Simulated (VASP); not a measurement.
# AlN (Fm-3m) in VASP: elastic constants with LDA

Aim: the elastic constants of AlN with LDA.

Everything below comes from runs of VASP 6.6.1. Logs are shortened: lines on timing, memory, paths and dates and some standing lists are left out, and cuts for length are marked.

### Step 1. The structure

The structure is cubic, space group Fm-3m (No. 225). Conventional cell: a = 4.069 Å, b = 4.069 Å, c = 4.069 Å, α = 90.00°, β = 90.00°, γ = 90.00°. Around Al (site symmetry m-3m) lie 6 N at 2.03 Å. N (site symmetry m-3m) is surrounded by 6 Al at 2.03 Å.

Measurements of this composition are mostly on another form, of space group No. 186.

### Step 2. Elastic constants, LDA

POSCAR reads:

```
AlN
1.0
    0.0000000000      2.0345180000      2.0345180000
    2.0345180000      0.0000000000      2.0345180000
    2.0345180000      2.0345180000      0.0000000000
Al N
1 1
Direct
    0.5000000000      0.5000000000      0.5000000000
    0.0000000000      0.0000000000      0.0000000000
```

INCAR.step1 reads:

```
PREC     = Accurate       # precision mode
ENCUT    = 600            # plane-wave cutoff, eV
EDIFF    = 1E-8           # SCF threshold, eV
ISMEAR   = 0              # smearing method
SIGMA    = 0.02           # smearing width, eV
LREAL    = False          # projectors in reciprocal space
LASPH    = True           # aspherical terms in the spheres
NELM     = 60             # most SCF steps
ALGO     = Normal         # electronic algorithm
ISIF     = 3              # what is computed and relaxed
LWAVE    = False          # write WAVECAR
LCHARG   = False          # write CHGCAR
GGA      = CA             # functional
IBRION   = 2              # ionic algorithm
NSW      = 40             # ionic steps
EDIFFG   = -0.002         # ionic threshold
```

INCAR.step2 reads:

```
PREC     = Accurate       # precision mode
ENCUT    = 600            # plane-wave cutoff, eV
EDIFF    = 1E-8           # SCF threshold, eV
ISMEAR   = 0              # smearing method
SIGMA    = 0.02           # smearing width, eV
LREAL    = False          # projectors in reciprocal space
LASPH    = True           # aspherical terms in the spheres
NELM     = 60             # most SCF steps
ALGO     = Normal         # electronic algorithm
ISIF     = 3              # what is computed and relaxed
LWAVE    = False          # write WAVECAR
LCHARG   = False          # write CHGCAR
GGA      = CA             # functional
IBRION   = 6              # ionic algorithm
NFREE    = 2            
POTIM    = 0.015          # step
NSW      = 1              # ionic steps
```

KPOINTS reads:

```
regular mesh
0
Gamma
  4 4 4
```

Potentials or basis: VASP PAW LDA potentials, release 64 (Al, N).

The run is started by

```bash
$ cat potpaw_LDA.64/Al/POTCAR potpaw_LDA.64/N/POTCAR > POTCAR
$ cp INCAR.step1 INCAR
$ mpirun -np 1 vasp_std > vasp.out
$ cp CONTCAR POSCAR
$ cp INCAR.step2 INCAR
$ mpirun -np 1 vasp_std > vasp.out
```

OUTCAR:

```text
PREC = Accurate
   ENCUT = 600
   EDIFF = 1E-8
   ISMEAR = 0
   LREAL = False
   LASPH = True
   NELM = 60
   ISIF = 3
   GGA = CA
   IBRION = 6
   NFREE = 2
   POTIM = 0.015
   NSW = 1

 ion  position               nearest neighbor table
   1  0.500  0.500  0.500-   2 2.01   2 2.01   2 2.01   2 2.01   2 2.01   2 2.01
   2  0.000  0.000  0.000-   1 2.01   1 2.01   1 2.01   1 2.01   1 2.01   1 2.01

  LATTYP: Found a face centered cubic cell.
 ALAT       =     4.0139689501

  Lattice vectors:

 A1 = (   0.0000000000,   2.0069844750,   2.0069844750)
 A2 = (   2.0069844750,   0.0000000000,   2.0069844750)
 A3 = (   2.0069844750,   2.0069844750,   0.0000000000)

Analysis of symmetry for initial positions (statically):
=====================================================================
 Subroutine PRICEL returns:
 Original cell was already a primitive cell.

 Routine SETGRP: Setting up the symmetry group for a
 face centered cubic supercell.

 Subroutine GETGRP returns: Found 48 space group operations
 (whereof 48 operations were pure point group operations)
 out of a pool of 48 trial point group operations.

The static configuration has the point symmetry O_h .

Analysis of symmetry for dynamics (positions and initial velocities):
=====================================================================
 Subroutine PRICEL returns:
 Original cell was already a primitive cell.

 Routine SETGRP: Setting up the symmetry group for a
 face centered cubic supercell.

 Subroutine GETGRP returns: Found 48 space group operations
 (whereof 48 operations were pure point group operations)
 out of a pool of 48 trial point group operations.

The dynamic configuration has the point symmetry O_h .

 Subroutine INISYM returns: Found 48 space group operations
 (whereof 48 operations are pure point group operations),
 and found     1 'primitive' translations

----------------------------------------------------------------------------------------

                                     Primitive cell

  volume of cell :      16.1682

  direct lattice vectors                    reciprocal lattice vectors
     0.000000000  2.006984475  2.006984475    -0.249129979  0.249129979  0.249129979
     2.006984475  0.000000000  2.006984475     0.249129979 -0.249129979  0.249129979
     2.006984475  2.006984475  0.000000000     0.249129979  0.249129979 -0.249129979

  length of vectors
     2.838304664  2.838304664  2.838304664     0.431505781  0.431505781  0.431505781

  position of ions in fractional coordinates (direct lattice)
     0.500000000  0.500000000  0.500000000
     0.000000000  0.000000000  0.000000000

  ion indices of the primitive-cell ions
   primitive index   ion index
                 1           1
                 2           2

----------------------------------------------------------------------------------------

 KPOINTS: regular mesh

Automatic generation of k-mesh.
 Grid dimensions read from file:
 generate k-points for:    4    4    4

 Generating k-lattice:

  Cartesian coordinates                     Fractional coordinates (reciprocal lattice)
    -0.062282495  0.062282495  0.062282495     0.250000000  0.000000000  0.000000000
     0.062282495 -0.062282495  0.062282495     0.000000000  0.250000000  0.000000000
     0.062282495  0.062282495 -0.062282495     0.000000000  0.000000000  0.250000000
[... 66 lines left out ...]
   LHFCALC =     F    Hartree Fock is set to
   AEXX    =    0.0000 exact exchange contribution
   IVDW    =     0    specifies the selected vdW correction
   LEPSILON=     F    determine dielectric tensor
   LRPA    =     F    only Hartree local field effects (RPA)
 finite differences with symmetry
 non-spin polarized calculation
 Gauss-broadening in eV      SIGMA  =   0.02
  energy-cutoff  :      600.00
  volume of cell :       16.17
 maximum number of plane-waves:       560
 NGX is ok and might be reduce to    24
   NGX = 11   NGY = 11   NGZ = 11

--------------------------------------- Ionic step        1  -------------------------------------------

 number of electron       8.0000000 magnetization

 Free energy of the ion-electron system (eV)
  ---------------------------------------------------
  ext. energy  EPLUGINS =         0.00000000
  ---------------------------------------------------
  free energy    TOTEN  =       -16.14726184 eV

  energy without entropy =      -16.14726184  energy(sigma->0) =      -16.14726184

------------------------ aborting loop because EDIFF is reached ----------------------------------------

  FORCE on cell =-STRESS in cart. coord.  units (eV):
  Direction    XX          YY          ZZ          XY          YZ          ZX
  --------------------------------------------------------------------------------------
  -------------------------------------------------------------------------------------
  Total        0.0030156      0.0030156      0.0030156     -0.0000000      0.0000000      0.0000000
  in kB        0.2988300      0.2988300      0.2988300     -0.0000000      0.0000000      0.0000000
  external PRESSURE =       0.2988300 kB  Pullay stress =       0.0000000 kB
[... 89 lines left out ...]
  FREE ENERGIE OF THE ION-ELECTRON SYSTEM (eV)
  ---------------------------------------------------
  free  energy   TOTEN  =       -16.1414444720 eV

  energy  without entropy=      -16.1414444720  energy(sigma->0) =      -16.14144447

[... ionic steps 4 to 14 ...]

--------------------------------------- Ionic step       15  -------------------------------------------

 number of electron       8.0000000 magnetization

------------------------ aborting loop because EDIFF is reached ----------------------------------------
[... 67 lines left out ...]
--------------------------------------- Ionic step       17  -------------------------------------------

 number of electron       8.0000000 magnetization

 Free energy of the ion-electron system (eV)
  ---------------------------------------------------
  ext. energy  EPLUGINS =         0.00000000
  ---------------------------------------------------
  free energy    TOTEN  =       -16.14639178 eV

  energy without entropy =      -16.14639178  energy(sigma->0) =      -16.14639178

 E-fermi :  10.1731     XC(G=0): -12.6705

 val. band max:       10.0508693677   @ k =   0.0000   0.0000   0.0000
 cond. band min:      14.6691298095   @ k =   0.5000   0.5000   0.0000
 fundamental gap:      4.6182604417
 Fermi energy:        10.1731145003

 k-point     1 :       0.0000    0.0000    0.0000
  band No.  band energies     occupation
      1      -7.5820      2.00000
      2      10.0499      2.00000
      3      10.0509      2.00000
      4      10.0509      2.00000
      5      16.1205      0.00000
      6      22.0879      0.00000
      7      22.0881      0.00000
      8      22.0881      0.00000
[... 159 lines left out ...]
  FREE ENERGIE OF THE ION-ELECTRON SYSTEM (eV)
  ---------------------------------------------------
  free  energy   TOTEN  =       -16.1463917784 eV

  energy  without entropy=      -16.1463917784  energy(sigma->0) =      -16.14639178

 INTERNAL STRAIN TENSORS FROM STRAINED CELLS
 ============================================

 INTERNAL STRAIN TENSOR FOR ION    1 for displacements in x,y,z  (eV/Angst):
          X           Y           Z          XY          YZ          ZX
  --------------------------------------------------------------------------------
  x     0.00000    -0.00000     0.00000    -0.00000    -0.00000    -0.00000
  y    -0.00000     0.00000    -0.00000     0.00000    -0.00000     0.00000
  z    -0.00000     0.00000     0.00000    -0.00000     0.00000     0.00000

 INTERNAL STRAIN TENSORS FROM DISPLACED ATOMS
 ============================================

 INTERNAL STRAIN TENSOR FOR ION    1 for displacements in x,y,z  (eV/Angst):
          X           Y           Z          XY          YZ          ZX
  --------------------------------------------------------------------------------
  x     0.00000     0.00000     0.00000     0.00000     0.00000     0.00000
  y     0.00000     0.00000     0.00000     0.00000     0.00000     0.00000
  z     0.00000     0.00000     0.00000     0.00000     0.00000     0.00000

 INTERNAL STRAIN TENSOR FOR ION    2 for displacements in x,y,z  (eV/Angst):
          X           Y           Z          XY          YZ          ZX
  --------------------------------------------------------------------------------
  x     0.00000     0.00000     0.00000     0.00000     0.00000     0.00000
  y     0.00000     0.00000     0.00000     0.00000     0.00000     0.00000
  z     0.00000     0.00000     0.00000     0.00000     0.00000     0.00000

 Eigenvectors and eigenvalues of the dynamical matrix
 ----------------------------------------------------

   1 f  =   14.328036 THz    90.025707 2PiTHz  477.931844 cm-1    59.255970 meV
             X         Y         Z           dx          dy          dz
      2.006984  2.006984  2.006984     0.000000   -0.584550   -0.000000
      0.000000  0.000000  0.000000    -0.000000    0.811358    0.000000
[... 21 lines left out ...]
   6 f/i=    0.000914 THz     0.005744 2PiTHz    0.030494 cm-1     0.003781 meV
             X         Y         Z           dx          dy          dz
      2.006984  2.006984  2.006984     0.000000    0.000000    0.811358
      0.000000  0.000000  0.000000     0.000000    0.000000    0.584550

--------------------------------------------------------------------------------------------------------

 ELASTIC MODULI CONTR FROM IONIC RELAXATION (kBar)
 Direction    XX          YY          ZZ          XY          YZ          ZX
 --------------------------------------------------------------------------------
 XX           0.0000      0.0000      0.0000      0.0000      0.0000      0.0000
 YY           0.0000      0.0000      0.0000      0.0000      0.0000      0.0000
 ZZ           0.0000      0.0000      0.0000      0.0000      0.0000      0.0000
 XY           0.0000      0.0000      0.0000      0.0000      0.0000      0.0000
 YZ           0.0000      0.0000      0.0000      0.0000      0.0000      0.0000
 ZX           0.0000      0.0000      0.0000      0.0000      0.0000      0.0000
 --------------------------------------------------------------------------------

 TOTAL ELASTIC MODULI (kBar)
 Direction    XX          YY          ZZ          XY          YZ          ZX
 --------------------------------------------------------------------------------
 XX        4793.6491   1784.9974   1784.9974     -0.0000      0.0000      0.0000
 YY        1784.9974   4793.6491   1784.9974      0.0000     -0.0000     -0.0000
 ZZ        1784.9974   1784.9974   4793.6491     -0.0000      0.0000      0.0000
 XY          -0.0000      0.0000     -0.0000   3246.0906      0.0000      0.0000
 YZ           0.0000     -0.0000      0.0000      0.0000   3246.0906      0.0000
 ZX           0.0000     -0.0000      0.0000      0.0000      0.0000   3246.0906
 --------------------------------------------------------------------------------
```

It took 26 s on 1 thread of AMD EPYC 9R14 (Zen 4), shared host; peak memory 0.1 GiB.

Results:

| Quantity | Value |
| --- | --- |
| Relaxed volume | 8.08 Å³/atom |
| Relaxed cell | a = 2.838 Å, b = 2.838 Å, c = 2.838 Å, α = 60.00°, β = 60.00°, γ = 60.00° |
| Space group after relaxing (to 0.05 Å) | Fm-3m (No. 225) |
| Elastic constants C11, C12, C44 | 479, 178, 325 GPa |
| Voigt bulk modulus | 279 GPa |
| Highest phonon frequency at Γ, LO-TO splitting left out | 478 cm⁻¹ |

Step by step:
```
step  energy change (eV)  largest force (eV/Å)  pressure (GPa)  volume (Å³)
   1              0.0000                0.0000          -10.49        16.84
   2              0.0003                0.0000           12.07        15.53
   3             -0.0228                0.0000           -0.08        16.17
   4             -0.0228                0.0000            0.15        16.16
   5             -0.0228                0.0000           -0.12        16.18
   6             -0.0228                0.0000            0.00        16.17
```

Final structure:
```
Al N
1.0
     0.00000    2.00698    2.00698
     2.00698    0.00000    2.00698
     2.00698    2.00698    0.00000
Al N
1 1
Direct
  0.50000 0.50000 0.50000
  0.00000 0.00000 0.00000
```

Phonon frequencies in cm⁻¹ (negative: imaginary):
| q point | frequencies |
| --- | --- |
| (0.000, 0.000, 0.000) | 0 0 0 478 478 478 |

Elastic tensor in Voigt notation (GPa, in the Cartesian axes of the cell as first typed):
```
479 178 178   0   0   0
178 479 178   0   0   0
178 178 479   0   0   0
  0   0   0 325   0   0
  0   0   0   0 325   0
  0   0   0   0   0 325
```

Clamped-ion elastic tensor (GPa):
```
479 178 178   0   0   0
178 479 178   0   0   0
178 178 479   0   0   0
  0   0   0 325   0   0
  0   0   0   0 325   0
  0   0   0   0   0 325
```

Caveat: the k mesh is coarse (spacing up to 0.67 Å⁻¹), so the values aren't converged.
